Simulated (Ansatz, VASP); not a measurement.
**Te2Mo: VASP beside Ansatz**

The input INCAR:

```
SYSTEM = Te2Mo
ALGO = Normal
EDIFF = 1E-7
ENCUT = 520
GGA = PE
ISIF = 2
ISMEAR = 0
LASPH = .TRUE.
LCHARG = .FALSE.
LREAL = .FALSE.
LWAVE = .FALSE.
NBANDS = 64
NELM = 80
PREC = Accurate
SIGMA = 0.014
```

Contents of KPOINTS:

```
k-points
0
G
  4 8 2
  0 0 0
```

The input POSCAR:

```
Te2Mo
1.0
    6.3300000000      0.0000000000      0.0000000000
    0.0000000000      3.4690000000      0.0000000000
   -0.9467947088      0.0000000000     13.8276237937
Te Mo
8 4
Direct
    0.9437000000      0.7500000000      0.6045000000
    0.0563000000      0.2500000000      0.3955000000
    0.9030000000      0.2500000000      0.8514000000
    0.0970000000      0.7500000000      0.1486000000
    0.4112000000      0.7500000000      0.8955000000
    0.5888000000      0.2500000000      0.1045000000
    0.4432000000      0.2500000000      0.6484000000
    0.5568000000      0.7500000000      0.3516000000
    0.8167000000      0.7500000000      0.9926000000
    0.1833000000      0.2500000000      0.0074000000
    0.6819000000      0.2500000000      0.4934000000
    0.3181000000      0.7500000000      0.5066000000
```

File input.yaml:

```yaml
crystal:
  lattice:
    - [6.33, 0.0, 0.0]
    - [0.0, 3.469, 0.0]
    - [-0.9467947088, 0.0, 13.8276237937]
  atoms:
    - { symbol: Te, position: [0.9437, 0.75, 0.6045] }
    - { symbol: Te, position: [0.0563, 0.25, 0.3955] }
    - { symbol: Te, position: [0.903, 0.25, 0.8514] }
    - { symbol: Te, position: [0.097, 0.75, 0.1486] }
    - { symbol: Te, position: [0.4112, 0.75, 0.8955] }
    - { symbol: Te, position: [0.5888, 0.25, 0.1045] }
    - { symbol: Te, position: [0.4432, 0.25, 0.6484] }
    - { symbol: Te, position: [0.5568, 0.75, 0.3516] }
    - { symbol: Mo, position: [0.8167, 0.75, 0.9926] }
    - { symbol: Mo, position: [0.1833, 0.25, 0.0074] }
    - { symbol: Mo, position: [0.6819, 0.25, 0.4934] }
    - { symbol: Mo, position: [0.3181, 0.75, 0.5066] }
hamiltonian:
  xc: pbe
  pseudopotentials: { kind: paw }
kpoints:
  mp_grid: { grid: [4, 8, 2] }
scf:
  occupations: { method: gaussian, width: 0.014 }
output:
  forces: true
  stress: true
  eigenvalues: true
  write_density: true
  write_potential: true
  elf: true
  volumetric_format: npy
```

Alike in both runs: task single point; functional PBE; k mesh 4 × 8 × 2; occupations gaussian, width 0.014 eV; no spin polarisation.

|  | VASP | Ansatz |
| --- | --- | --- |
| version | VASP 6.6.1 | Ansatz 0.2.0 |
| potentials or method | VASP PAW PBE potentials, release 64 (Te, Mo_sv) | Ansatz PAW |
| plane-wave cutoff (eV) | 520 | 420 |
| valence electrons in the cell | 104 | 184 |

VASP gave:

| Quantity | Value |
| --- | --- |
| gap on the k mesh at the Fermi level (eV) | none |
| pressure (GPa) | 2.5 |
| largest component of the traceless stress (GPa) | 0.26 |
| rms of the force components (eV/Å) | 0.066 |

Q: Estimate Ansatz's values.

A: gap on the k mesh at the Fermi level (eV): none; pressure (GPa): 2.5; largest component of the traceless stress (GPa): 0.25; rms of the force components (eV/Å): 0.066.

Atom by atom the forces differ by 0.007 eV/Å (rms over components). A gap of «none» marks a metal or a gap that the smearing closes. The two sets of potentials don't hold the same shells in valence.

Spin-orbit coupling is left out, which matters for the levels of Te.
